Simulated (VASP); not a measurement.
# Cu in VASP: notebook, part 2 of 2

VASP 6.6.1.

## Step 4: Single point, PBE

This run uses another cell than the first one, of 90.06 Å³/atom, 0.683 times its volume.

Input file INCAR:

```
  ALGO = Fast
  DIPOL = 0.5 0.5 0.500
  EDIFF = 1E-6
  ENCUT = 520
  GGA = PE
  IDIPOL = 3
  ISIF = 2
  ISMEAR = 0
  LASPH = T
  LCHARG = F
  LDIPOL = T
  LREAL = F
  LWAVE = F
  NBANDS = 12
  NELM = 100
  PREC = Accurate
  SIGMA = 0.1
```

Input file KPOINTS:

```
k-points
0
Gamma
  8 6 1
```

Input file POSCAR:

```
Cu
1.0
    2.1171810000      0.0000000000      0.0000000000
    0.0000000000      3.0385020000      0.0000000000
    0.0000000000      0.0000000000     14.0000000000
Cu
1
Direct
    0.0000000000      0.0000000000      0.5000000000
```

Potentials or basis: VASP PAW PBE potentials, release 64 (Cu).

Run with:

```bash
$ cat potpaw_PBE.64/Cu/POTCAR > POTCAR
$ mpirun -np 1 vasp_std > vasp.out
```

OUTCAR:

```text
EDIFF = 1E-6
   ENCUT = 520
   GGA = PE
   ISIF = 2
   ISMEAR = 0
   LASPH = T
   LREAL = F
   NELM = 100
   PREC = Accurate

 ion  position               nearest neighbor table
   1  0.000  0.000  0.500-

  LATTYP: Found a simple orthorhombic cell.
 ALAT       =     2.1171810000
 B/A-ratio  =     1.4351640223
 C/A-ratio  =     6.6125664268

  Lattice vectors:

 A1 = (   2.1171810000,   0.0000000000,   0.0000000000)
 A2 = (   0.0000000000,   3.0385020000,   0.0000000000)
 A3 = (   0.0000000000,   0.0000000000,  14.0000000000)

Analysis of symmetry for initial positions (statically):
=====================================================================
 Subroutine PRICEL returns:
 Original cell was already a primitive cell.

 Routine SETGRP: Setting up the symmetry group for a
 simple orthorhombic supercell.

 Subroutine GETGRP returns: Found  8 space group operations
 (whereof  8 operations were pure point group operations)
 out of a pool of  8 trial point group operations.

The static configuration has the point symmetry D_2h.

Analysis of symmetry for dynamics (positions and initial velocities):
=====================================================================
 Subroutine PRICEL returns:
 Original cell was already a primitive cell.

 Routine SETGRP: Setting up the symmetry group for a
 simple orthorhombic supercell.

 Subroutine GETGRP returns: Found  8 space group operations
 (whereof  8 operations were pure point group operations)
 out of a pool of  8 trial point group operations.

The dynamic configuration has the point symmetry D_2h.

 Subroutine INISYM returns: Found  8 space group operations
 (whereof  8 operations are pure point group operations),
 and found     1 'primitive' translations

----------------------------------------------------------------------------------------

                                     Primitive cell
[... 118 lines left out ...]
  energy-cutoff  :      520.00
  volume of cell :       90.06
 maximum number of plane-waves:      2464
 NGX is ok and might be reduce to    16
   NGX =  7   NGY = 11   NGZ = 53

 dipolmoment           0.000000      0.000000     -0.000000 electrons x Angstroem

 number of electron      11.0000002 magnetization

 dipolmoment           0.000000      0.000000      0.000000 electrons x Angstroem

 Free energy of the ion-electron system (eV)
  ---------------------------------------------------
  ext. energy  EPLUGINS =         0.00000000
  ---------------------------------------------------
  free energy    TOTEN  =        -2.04512918 eV

  energy without entropy =       -2.04138413  energy(sigma->0) =       -2.04325666

 E-fermi :  -3.1371     XC(G=0):  -2.9335

 val. band max:       -3.1847766539   @ k =   0.2500   0.3333   0.0000
 cond. band min:      -2.7863590592   @ k =   0.0000   0.5000   0.0000
 fundamental gap:      0.3984175947
 Fermi energy:        -3.1370830276

 k-point     1 :       0.0000    0.0000    0.0000
  band No.  band energies     occupation
      1      -8.3695      2.00000
      2      -6.3370      2.00000
      3      -5.0341      2.00000
      4      -4.6660      2.00000
      5      -3.7344      2.00000
      6      -3.7125      2.00000
      7      -2.0121      0.00000
      8       1.2294      0.00000
      9       2.3301      0.00000
     10       2.7576      0.00000
     11       5.7587      0.00000
     12       6.3822      0.00000
[... 271 lines left out ...]
 k-point    20 :       0.5000    0.5000    0.0000
  band No.  band energies     occupation
      1      -6.4300      2.00000
      2      -6.0069      2.00000
      3      -4.4871      2.00000
      4      -4.2324      2.00000
      5      -3.4887      2.00000
      6       2.5440      0.00000
      7       5.3007      0.00000
      8       7.5959      0.00000
      9       8.4819      0.00000
     10       9.4176      0.00000
     11      11.4976      0.00000
     12      11.5256      0.00000

------------------------ aborting loop because EDIFF is reached ----------------------------------------

 vacuum level on the upper side and lower side of the slab       (xc-potential included)        -0.158        -0.158

  FORCE on cell =-STRESS in cart. coord.  units (eV):
  Direction    XX          YY          ZZ          XY          YZ          ZX
  --------------------------------------------------------------------------------------
  -------------------------------------------------------------------------------------
  Total        4.2453799     -2.1377373     -0.0028213      0.0000000      0.0000000      0.0000000
  in kB       75.5234097    -38.0293903     -0.0501900      0.0000000      0.0000000      0.0000000
  external PRESSURE =      12.4812764 kB  Pullay stress =       0.0000000 kB

 VOLUME and BASIS-vectors are now :
 -----------------------------------------------------------------------------
  energy-cutoff  :      520.00
  volume of cell :       90.06
      direct lattice vectors                 reciprocal lattice vectors
     2.117181000  0.000000000  0.000000000     0.472326173  0.000000000  0.000000000
     0.000000000  3.038502000  0.000000000     0.000000000  0.329109541  0.000000000
     0.000000000  0.000000000 14.000000000     0.000000000  0.000000000  0.071428571

 POSITION                                       TOTAL-FORCE (eV/Angst)
 -----------------------------------------------------------------------------------
      0.00000      0.00000      7.00000         0.000000      0.000000      0.000000
 -----------------------------------------------------------------------------------
    total drift:                               -0.000000     -0.000000      0.000000

  FREE ENERGIE OF THE ION-ELECTRON SYSTEM (eV)
  ---------------------------------------------------
  free  energy   TOTEN  =        -2.0451291781 eV

  energy  without entropy=       -2.0413841348  energy(sigma->0) =       -2.04325666

 vacuum level on the upper side and lower side of the slab         1.511         1.511
```

OSZICAR:

```text
N       E                     dE             d eps       ncg     rms          rms(c)
DAV:   1     0.609724785169E+02    0.60972E+02   -0.39084E+03   480   0.724E+02
DAV:   2    -0.652186800014E+00   -0.61625E+02   -0.56179E+02   484   0.162E+02
DAV:   3    -0.230668809692E+01   -0.16545E+01   -0.15493E+01   624   0.328E+01
[... 11 lines left out ...]
RMM:  15    -0.204506032066E+01   -0.37779E-04   -0.11303E-05   647   0.393E-02    0.710E-03
RMM:  16    -0.204510986767E+01   -0.49547E-04   -0.57304E-06   612   0.193E-02    0.651E-03
RMM:  17    -0.204512400201E+01   -0.14134E-04   -0.33587E-06   622   0.293E-02    0.106E-03
RMM:  18    -0.204512847278E+01   -0.44708E-05   -0.93160E-07   553   0.644E-03    0.124E-03
RMM:  19    -0.204512917811E+01   -0.70533E-06   -0.25288E-07   535   0.775E-03
   1 F= -.20451292E+01 E0= -.20432567E+01  d E =-.374504E-02
```

Run time: 14 s. Hardware: 1 thread of Intel Xeon Platinum 8488C (Sapphire Rapids), shared host; peak memory 0.18 GiB.

Results:

* Free energy: -2.0451 eV
* Band gap on the k mesh: none (metal or under the smearing width)

Levels at points of the mesh, in eV from the Fermi level:
```tsv
k point	band 3	band 4	band 5	band 6	band 7	band 8
(0.00, 0.00, 0.00)	-1.90	-1.53	-0.60	-0.58	1.12	4.37
(0.50, 0.00, 0.00)	-1.59	-1.11	-0.87	3.03	6.60	9.32
(0.00, 0.50, 0.00)	-1.69	-0.67	-0.57	0.35	0.42	4.29
(0.50, 0.50, 0.00)	-1.35	-1.10	-0.35	5.68	8.44	10.73
```

Caveat: the k mesh is coarse (spacing up to 0.37 Å⁻¹), so the values aren't converged.

## Step 5: Overview

```csv
cell,k mesh,mesh quality,gap on the mesh (eV)
"P4/mmm, 131.93 Å³/atom",24 × 24 × 1,not flagged,none
"Pmmm, 131.39 Å³/atom",24 × 24 × 1,not flagged,none
"Pmmm, 90.06 Å³/atom",8 × 6 × 1,coarse,none
```

Alike in all rows: task single point; level PBE; potentials or basis VASP PAW PBE potentials, release 64 (Cu); no spin polarisation; cutoff (eV) 520; smearing gaussian 0.1 eV.

Caveats: some runs use coarse meshes.

Total energies depend on the potentials used, so only differences within one code and one set of settings carry meaning.
